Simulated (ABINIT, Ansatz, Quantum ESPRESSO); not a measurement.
**BP: electronic dielectric constant by level of theory**

```yaml
crystal:
  lattice:
    - [0.00000, 2.26900, 2.26900]
    - [2.26900, 0.00000, 2.26900]
    - [2.26900, 2.26900, 0.00000]
  atoms:
    - { symbol: P, position: [0.75000, 0.75000, 0.75000] }
    - { symbol: B, position: [0.00000, 0.00000, 0.00000] }
```

```csv
rung,level,program and potentials,cutoff (eV),k mesh,smearing,task,core time,chip,electronic dielectric constant,notes
GGA,PBEsol,"Ansatz, Ansatz PAW",420,10 × 10 × 10,fixed,Born charges and dielectric tensor,17 s,Arm Neoverse V2,9.31,"potentials made for PBE, which Ansatz adapts in part"
GGA,PBE,"ABINIT, SG15 NC PBE v1.2",925,"4 × 4 × 4, 4 shifts",fixed,dielectric tensor,53 s,Arm Neoverse V2,9.25,-
GGA,PBEsol,"ABINIT, PseudoDojo NC SR PBEsol v0.4 stringent",925,"4 × 4 × 4, 4 shifts",fixed,dielectric tensor,76 s,Arm Neoverse V1,9.45,-
LDA,LDA,"ABINIT, PseudoDojo NC SR LDA v0.4.1 standard",925,"4 × 4 × 4, 4 shifts",fixed,dielectric tensor,94 s,Intel Xeon,9.32,-
LDA,LDA,"Quantum ESPRESSO, GBRV 1.5 LDA",612,"8 × 8 × 8, shifted",fixed,phonons,97 s,Arm Neoverse V2,9.19,cell relaxed first (11.34 Å³/atom)
LDA,LDA,"Ansatz, Ansatz PAW",420,7 × 7 × 7,fixed,phonons,1.7 min,Intel Xeon,9.20,"potentials made for PBE, which Ansatz adapts in part"
GGA,PBE,"Ansatz, Ansatz PAW",420,7 × 7 × 7,fixed,phonons,2.1 min,Intel Xeon,9.16,-
GGA,PBE,"Quantum ESPRESSO, SSSP 1.3 efficiency PBE",748,"8 × 8 × 8, shifted",fixed,phonons,3.1 min,Arm Neoverse V1,9.16,cell relaxed first (11.76 Å³/atom)
GGA,PBEsol,"ABINIT, PseudoDojo NC SR PBEsol v0.4.1 standard",925,"6 × 6 × 6, 4 shifts",fixed,dielectric tensor,3.2 min,Arm Neoverse V2,9.27,-
GGA,PBE,"Quantum ESPRESSO, PseudoDojo 0.4.1 SR PBE standard",1034,"8 × 8 × 8, shifted",fixed,phonons,3.5 min,Arm Neoverse V1,9.12,-
GGA,RPBE,"Quantum ESPRESSO, PseudoDojo 0.4.1 SR PBE standard",1034,"8 × 8 × 8, shifted",fixed,phonons,3.6 min,Arm Neoverse V2,9.04,potentials made for PBE; cell relaxed first (11.82 Å³/atom)
GGA,PBE,"Quantum ESPRESSO, SG15 PBE 1.2",952,"8 × 8 × 8, shifted",fixed,phonons,4 min,Arm Neoverse V1,9.10,cell relaxed first (11.71 Å³/atom)
LDA,LDA,"Quantum ESPRESSO, PseudoDojo 0.4.1 SR LDA standard",1034,"8 × 8 × 8, shifted",fixed,phonons,4.3 min,Arm Neoverse V1,9.14,cell relaxed first (11.29 Å³/atom)
LDA,LDA,"ABINIT, PseudoDojo NC SR LDA v0.4.1 standard",925,"6 × 6 × 6, 4 shifts",fixed,phonons and Raman activities,5.5 min,AMD EPYC 9R45 Zen 5,9.16,-
non-local van der Waals functional,rPW86PBE+rVV10,"Quantum ESPRESSO, PseudoDojo 0.4.1 SR PBE standard",1034,"8 × 8 × 8, shifted",fixed,phonons,7.4 min,Arm Neoverse V1,8.97,potentials made for PBE; cell relaxed first (11.95 Å³/atom)
non-local van der Waals functional,vdW-DF-cx,"Quantum ESPRESSO, PseudoDojo 0.4.1 SR PBE standard",1034,"8 × 8 × 8, shifted",fixed,phonons,7.9 min,Arm Neoverse V1,9.19,potentials made for PBE
non-local van der Waals functional,rev-vdW-DF2,"Quantum ESPRESSO, PseudoDojo 0.4.1 SR PBE standard",1034,"8 × 8 × 8, shifted",fixed,phonons,9.8 min,Arm Neoverse V1,9.12,potentials made for PBE; cell relaxed first (11.74 Å³/atom)
LDA,LDA,"Quantum ESPRESSO, PseudoDojo 0.4.1 SR LDA standard",1034,"6 × 6 × 6, shifted",fixed,phonons and Raman activities,12 min,Intel Xeon Platinum 8488C Sapphire Rapids,9.13,cell relaxed first (11.29 Å³/atom)
```

Times are single runs on shared hosts and different chips, so they are rough; meshes, cutoffs and the tasks' sizes weigh on the time. All rows: no spin polarisation. Smearing widths are in eV. The cell comes from a database and isn't always the measured one. Meshes differ between rows, which moves values too. All levels ran on this one cell, unrelaxed unless noted. Meshes are those of the run's cell of 2 atoms unless a note names another. Ansatz refines the mesh for the field response beyond the one shown. Runs on faulty files, with rough fits or with known faults for this quantity aren't shown. No row holds spin-orbit coupling.

By rung: LDA 9.16 to 9.32; LDA in relaxed cells 9.13 to 9.19; GGA 9.12 to 9.45; GGA in relaxed cells 9.04 to 9.16; non-local van der Waals functional in relaxed cells 8.97 to 9.12; non-local van der Waals functional 9.19.
